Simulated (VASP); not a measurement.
The system is GaN.

```
CELL_PARAMETERS angstrom
0.00000 2.25000 2.25000
2.25000 0.00000 2.25000
2.25000 2.25000 0.00000
ATOMIC_POSITIONS crystal
Ga 0.00000 0.00000 0.00000
N 0.25000 0.25000 0.25000
```

The cell was built by a generator and needn't be a form met in nature.

Base run:

| Property | Result |
| --- | --- |
| Program | VASP 6.6.1 |
| Functional | r2SCAN |
| Potentials or basis | VASP PAW PBE potentials, release 64 (Ga_d, N) |
| Cutoff | 520 eV |
| k mesh | 8 × 8 × 8 |
| Occupations | fermi-dirac, width 0.05 eV |
| Spin | no spin polarisation |

Its results: band gap on the k mesh 2.15 eV, direct; pressure 0.8 GPa.

Problem. The run is repeated on the same cell with these changes: functional from r2SCAN to SCAN. What comes out?

Solution. Band gap on the k mesh 2.05 eV, direct; pressure -0.2 GPa.

Caveats: the PAW data sets were made with another functional, which shifts forces and pressure a little.

A k mesh can miss the band edges.

Not every run made on this cell is shown here.
